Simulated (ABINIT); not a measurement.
# Pb (P6_3/mmc) in ABINIT: reference runs

Aim: a first look at Pb with PBE, on the cell as given and on a disturbed one.

Everything below comes from runs of ABINIT 10.8.3 (patched build). Logs are shortened: lines on timing, memory, paths and dates and some standing lists are left out, and cuts for length are marked. The log counts tension as positive stress, the text compression.

**1. The crystal as given**

Symmetry: P6_3/mmc, No. 194, hexagonal system. Conventional cell: a = 3.480 Å, b = 3.480 Å, c = 5.590 Å, α = 90.00°, β = 90.00°, γ = 120.00°. Around Pb (site symmetry -6m2) lie 12 Pb at 3.44 to 3.48 Å.

This isn't the form of Pb at room conditions, which is fcc.

**2. Single point, PBE**

Input file run.abi:

```
# Pseudopotentials
pp_dirpath "./"
pseudos "Pb.GGA_PBE-JTH.xml"

# Structure
acell 3*1.0 Angstrom
rprim
     3.4800000000     0.0000000000     0.0000000000
    -1.7400000000     3.0137684052     0.0000000000
     0.0000000000     0.0000000000     5.5900000000
ntypat 1
znucl 82
natom 2
typat 1 1
xred
     0.6666666667     0.3333333333     0.7500000000
     0.3333333333     0.6666666667     0.2500000000

# Plane-wave basis
ecut 598.650497 eV
pawecutdg 44.0

# k points
kptopt 1
ngkpt 9 9 5
nshiftk 1
shiftk 0.0 0.0 0.0

# Exchange and correlation
ixc 11

# Bands and occupations
nband 18
occopt 3
tsmear 0.05 eV

# SCF cycle
nstep 100
tolvrs 1.0e-9

# Output
iomode 3
prtwf 0
prtden 0
prteig 0
prtebands 0
enunit 2
```

Potentials or basis: JTH PAW PBE v2.0.

On the command line:

```sh
abinit run.abi > log 2>&1
```

run.abo:

```text
.Version 10.8.3 of ABINIT
 Symmetries : space group P6_3/m m c (#194); Bravais hP (primitive hexag.)
================================================================================
 Values of the parameters that define the memory need of the present run
     intxc =       0    ionmov =       0      iscf =      17    lmnmax =      18
     lnmax =       6     mgfft =      48  mpssoang =       3    mqgrid =    3155
     natom =       2  nloc_mem =       2    nspden =       1   nspinor =       1
    nsppol =       1      nsym =      24    n1xccc =       1    ntypat =       1
    occopt =       3   xclevel =       2
       mpw =        1965          nfft =       43200          nkpt =          36
 PAW method is used; the additional fine FFT grid is defined by:
   mgfftf=        64    nfftf =    102400
================================================================================
================================================================================

--------------------------------------------------------------------------------
------------- Echo of variables that govern the present computation ------------
--------------------------------------------------------------------------------
 -outvars: echo values of preprocessed input variables --------
            acell      1.8897261259E+00  1.8897261259E+00  1.8897261259E+00 Bohr
              amu      2.07200000E+02
             ecut      2.20000000E+01 Hartree
           enunit           2
              ixc          11
         kptrlatt        9    0    0      0    9    0      0    0    5
          kptrlen      5.28178452E+01
            natom           2
            nband          18
            ngfft          30      30      48
          ngfftdg          40      40      64
             nkpt          36
            nstep         100
             nsym          24
           ntypat           1
           occopt           3
        pawecutdg      4.40000000E+01 Hartree
         pawxcdev           0
           prtden           0
        prtebands           0
           prteig           0
            prtwf           0
            rprim      3.4800000000E+00  0.0000000000E+00  0.0000000000E+00
                      -1.7400000000E+00  3.0137684052E+00  0.0000000000E+00
                       0.0000000000E+00  0.0000000000E+00  5.5900000000E+00
          spgroup         194
           tolvrs      1.00000000E-09
           tsmear      1.83746611E-03 Hartree
            typat      1  1
           useylm           1
           xangst      1.7400000000E+00  1.0045894684E+00  4.1925000000E+00
                       1.9253230604E-17  2.0091789368E+00  1.3975000000E+00
            xcart      3.2881234591E+00  1.8983989642E+00  7.9226767829E+00
                       3.6383332881E-17  3.7967979285E+00  2.6408922610E+00
             xred      6.6666666667E-01  3.3333333333E-01  7.5000000000E-01
                       3.3333333333E-01  6.6666666667E-01  2.5000000000E-01
            znucl       82.00000

[... 132 lines left out ...]
    1      0.00000000000000    -0.00000000000000    -0.00000000000000
    2     -0.00000000000000     0.00000000000000    -0.00000000000000
 frms,max,avg= 7.0182576E-28 1.0527386E-27   0.000E+00  0.000E+00  0.000E+00 e/A
 length scales=  1.889726125908  1.889726125908  1.889726125908 bohr
              =  1.000000000000  1.000000000000  1.000000000000 angstroms
 Fermi (or HOMO) energy (hartree) =   0.28278   Average Vxc (hartree)=  -0.35219
 Eigenvalues (hartree) for nkpt=  36  k points:
 kpt#   1, nband= 18, wtk=  0.00247, kpt=  0.0000  0.0000  0.0000 (reduced coord)
  -0.34577   -0.34402   -0.34402   -0.34395   -0.34311   -0.34311   -0.34114   -0.34114
  -0.33391   -0.33391   -0.15690   -0.01068    0.12493    0.48824    0.48824    0.55808
   0.55808    0.58284
      occupation numbers for kpt#   1
   2.00000    2.00000    2.00000    2.00000    2.00000    2.00000    2.00000    2.00000
   2.00000    2.00000    2.00000    2.00000    2.00000    0.00000    0.00000    0.00000
   0.00000    0.00000
 prteigrs : prtvol=0 or 1, do not print more k-points.

 Fermi (or HOMO) energy (eV) =   7.69475   Average Vxc (eV)=  -9.58348
 Eigenvalues (   eV  ) for nkpt=  36  k points:
 kpt#   1, nband= 18, wtk=  0.00247, kpt=  0.0000  0.0000  0.0000 (reduced coord)
  -9.40878   -9.36128   -9.36128   -9.35922   -9.33644   -9.33644   -9.28293   -9.28293
  -9.08624   -9.08624   -4.26946   -0.29070    3.39955   13.28559   13.28559   15.18610
  15.18610   15.85994
 prteigrs : prtvol=0 or 1, do not print more k-points.

--- !EnergyTerms
iteration_state     : {dtset: 1, }
comment             : Components of total free energy in Hartree
kinetic             :  1.00693309614440E+01
hartree             :  3.43607621264433E+01
xc                  : -5.06488785506368E+00
Ewald energy        : -9.71485912846722E+01
psp_core            :  3.33264322803590E+00
local_psp           : -1.12627548200505E+02
PAW spherical_terms :  4.46751410200377E+01
internal            : -1.22403150004280E+02
'-kT*entropy'       : -3.94427215877487E-04
total_energy        : -1.22403544431496E+02
total_energy_eV     : -3.33077012540253E+03
...

--- !EnergyTermsDC
iteration_state     : {dtset: 1, }
comment             : '"Double-counting" decomposition of free energy'
band_energy         : -6.06606423322904E+00
Ewald energy        : -9.71485912846722E+01
psp_core            :  3.33264322803590E+00
xc_dc               : -3.39815919382598E+01
PAW spherical_terms :  1.14604565570174E+01
internal            : -1.22403147671108E+02
'-kT*entropy'       : -3.94427215877487E-04
total_energy_dc     : -1.22403542098324E+02
total_energy_dc_eV  : -3.33077006191368E+03
...

--- !EnergyTermsWithPAWCore
iteration_state     : {dtset: 1, }
comment             : 'Components of total free energy, including PAW core contributions'
Total energy        : -4.17640707288890E+04
Total energy DC     : -4.17640707265558E+04
Total energy (eV)   : -1.13645825980827E+06
Total energy DC (eV): -1.13645825974478E+06
...

 Cartesian components of stress tensor (hartree/bohr^3)
  sigma(1 1)= -1.00778923E-04  sigma(3 2)=  0.00000000E+00
  sigma(2 2)= -1.00778923E-04  sigma(3 1)=  0.00000000E+00
  sigma(3 3)= -2.30422288E-04  sigma(2 1)=  0.00000000E+00

-Cartesian components of stress tensor (GPa)         [Pressure=  4.2364E+00 GPa]
- sigma(1 1)= -2.96501829E+00  sigma(3 2)=  0.00000000E+00
- sigma(2 2)= -2.96501829E+00  sigma(3 1)=  0.00000000E+00
- sigma(3 3)= -6.77925778E+00  sigma(2 1)=  0.00000000E+00

== END DATASET(S) ==============================================================
================================================================================

 -outvars: echo values of variables after computation  --------
            acell      1.8897261259E+00  1.8897261259E+00  1.8897261259E+00 Bohr
           etotal     -1.2240354210E+02
            fcart      2.0472507014E-29 -1.1819807435E-29 -0.0000000000E+00
                      -2.0472507014E-29  1.1819807435E-29 -0.0000000000E+00
            rprim      3.4800000000E+00  0.0000000000E+00  0.0000000000E+00
                      -1.7400000000E+00  3.0137684052E+00  0.0000000000E+00
                       0.0000000000E+00  0.0000000000E+00  5.5900000000E+00
           strten     -1.0077892322E-04 -1.0077892339E-04 -2.3042228835E-04
                       0.0000000000E+00  0.0000000000E+00  0.0000000000E+00
           xangst      1.7400000000E+00  1.0045894684E+00  4.1925000000E+00
                       1.9253230604E-17  2.0091789368E+00  1.3975000000E+00
             xred      6.6666666667E-01  3.3333333333E-01  7.5000000000E-01
                       3.3333333333E-01  6.6666666667E-01  2.5000000000E-01
 Calculation completed.
```

Wall time 45 s (1 thread of Arm Neoverse V1, shared host); peak memory 0.14 GiB.

What came out:

```
Free energy                                           : -3330.7701 eV
Pressure                                              : 4.2 GPa
Band gap on the k mesh                                : none (metal or under the smearing width)
Valence electrons inside the program's atomic spheres : Pb 11.40 (radii [1.2714] Å)
```

Stress tensor (GPa, compression positive):
```
2.97 0.00 0.00
0.00 2.97 0.00
0.00 0.00 6.78
```

Spin-orbit coupling is left out, which matters for the levels of Pb.

**3. Single point, PBE**

Input file run.py:

```python
import json, os
import numpy as np
from ase.units import GPa
from ase.calculators.abinit import Abinit, AbinitProfile
from ase import Atoms

atoms = Atoms(['Pb', 'Pb'],
              cell=[[3.48, 0.0, 0.0], [-1.74, 3.0137684052, 0.0], [0.0, 0.0, 5.59]],
              scaled_positions=[[0.6666666667, 0.3333333333, 0.75], [0.3333333333, 0.6666666667, 0.25]],
              pbc=True)

profile = AbinitProfile(command='abinit', pp_paths=[os.path.abspath('pseudos')])
params = dict(
    pps='pawxml', xc='PBE',
    ecut=598.6505,
    pawecutdg=1197.301,
    kptopt=1,
    ngkpt=[9, 9, 5],
    nshiftk=1,
    shiftk=[0.0, 0.0, 0.0],
    ixc=11,
    nband=18,
    occopt=3,
    tsmear=0.05,
    nstep=100,
    tolvrs=1e-09,
    prtwf=0,
    prtden=0,
)

atoms.calc = Abinit(profile=profile, directory='run', **params)
energy = atoms.get_potential_energy()
forces = atoms.get_forces()
stress = atoms.get_stress()
print(f'energy {energy:.6f} eV')
print('forces (eV/A)')
print(np.round(forces, 5))
print('stress (GPa, Voigt, tension positive)', np.round(stress / GPa, 4))
json.dump(dict(energy=energy, forces=forces.tolist(), stress=stress.tolist(), cell=atoms.cell.tolist(), frac=atoms.get_scaled_positions(wrap=False).tolist()), open('results.json', 'w'))
```

Potentials or basis: JTH PAW PBE v2.0.

On the command line:

```sh
python run.py
```

Wall time 45 s (1 thread of Arm Neoverse V1, shared host); peak memory 0.14 GiB.

Results (log left out):

```
Free energy                                           : -3330.7701 eV
Pressure                                              : 4.2 GPa
Band gap on the k mesh                                : none (metal or under the smearing width)
Valence electrons inside the program's atomic spheres : Pb 11.40 (radii [1.2714] Å)
```

Stress tensor (GPa, compression positive):
```
2.97 0.00 0.00
0.00 2.97 0.00
0.00 0.00 6.78
```

Levels at points of the mesh, in eV from the Fermi level:
```tsv
k point	band 10	band 11	band 12	band 13	band 14	band 15	band 16	band 17	band 18
(0.00, 0.00, 0.00)	-16.78	-11.96	-7.99	-4.30	5.59	5.59	7.49	7.49	8.17
```

**4. Single point, PBE (atoms moved at random, drawn with an rms of 0.05 Å)**

Input file run.abi:

```
pp_dirpath "./"
pseudos "Pb.GGA_PBE-JTH.xml"

acell 6.5762469137 6.5762469137 10.5635690367
rprim
     1.0000000000     0.0000000000     0.0000000000
    -0.5000000000     0.8660254038     0.0000000000
     0.0000000000     0.0000000000     1.0000000000
ntypat 1
znucl 82
natom 2
typat 1 1
xred
     0.6783200000     0.3518530000     0.7463950000
     0.3425190000     0.6872000000     0.2562440000
chkprim 0
chksymtnons 0
tolsym 1.0e-6

ecut 22.0
pawecutdg 44.0

kptopt 1
ngkpt 9 9 5
nshiftk 1
shiftk 0.0 0.0 0.0

ixc 11

nband 18
occopt 3
tsmear 0.05 eV

nstep 100
tolvrs 1.0e-9

iomode 3
prtwf 0
prtden 0
prteig 0
prtebands 0
```

On the command line:

```sh
abinit run.abi > log 2>&1
```

It took 3.9 min on 1 thread of Arm Neoverse V1, shared host; peak memory 0.32 GiB.

The run converged. Its results:

```yaml
Free_energy: -3330.7674 eV
Pressure: 4.3 GPa
Largest_force: 0.097 eV/Å
Band_gap_on_the_k_mesh: none (metal or under the smearing width)
Valence_electrons_inside_the_program's_atomic_spheres: Pb 11.39, 11.40 (radii [1.2714] Å)
```

Forces on the atoms (eV/Å):
```
Pb  -0.004  0.002  0.097
Pb   0.004 -0.002 -0.097
```

Stress tensor (GPa, compression positive):
```
 3.01  0.01 -0.01
 0.01  3.02  0.00
-0.01  0.00  6.87
```

Levels at points of the mesh, in eV from the Fermi level:
| k point | band 10 | band 11 | band 12 | band 13 | band 14 | band 15 | band 16 | band 17 | band 18 |
| --- | --- | --- | --- | --- | --- | --- | --- | --- | --- |
| (0.00, 0.00, 0.00) | -16.78 | -11.97 | -7.98 | -4.29 | 5.56 | 5.61 | 7.46 | 7.52 | 8.16 |
